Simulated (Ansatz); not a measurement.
## Pd under changes of volume

One of the cells (15.531 Å³/atom); the others are scaled copies at fixed shape and fractional positions:

```xyz
2
Lattice="2.7837 0.0000 0.0000 -1.3918 2.4107 0.0000 0.0000 0.0000 4.6289" Properties=species:S:1:pos:R:3 pbc="T T T"
Pd    0.0000    1.6071    1.1572
Pd    1.3918    0.8036    3.4717
```

This isn't the form of Pd at room conditions, which is fcc.

| Item | Value |
| --- | --- |
| Program | Ansatz 0.2.0 |
| Functional | PBE |
| Potentials or basis | Ansatz PAW |
| Cutoff | 420 eV (not typed: the program's choice for these potentials) |
| k mesh | 11 × 11 × 6 |
| Occupations | fermi-dirac, width 0.05 eV |
| Spin | no spin polarisation |

```csv
volume (Å³/atom),energy over the lowest point (meV/atom),pressure (GPa)
14.600,22.63,10.2
14.910,7.44,5.8
15.221,0.23,2.0
15.531,0.00,-1.4
15.842,5.85,-4.3
16.153,17.04,-6.9
16.463,?,?
```

Problem. What does the run at 16.463 Å³/atom give?

Solution. Energy over the lowest point 32.87 meV/atom; pressure -9.1 GPa.

Worked out: A Birch-Murnaghan fit of order 3 (a polynomial in V^(-2/3)) to the other rows has its minimum at 15.39 Å³/atom with B0 = V·E''(V) = 166 GPa and B' = 5.8 at fixed shape and positions, which overstates the stiffness. It gives 32.78 meV/atom at 16.463 Å³/atom, against the run's 32.87, and -dE/dV = -9.2 GPa, against -9.1.

Energies are extrapolated to zero smearing.
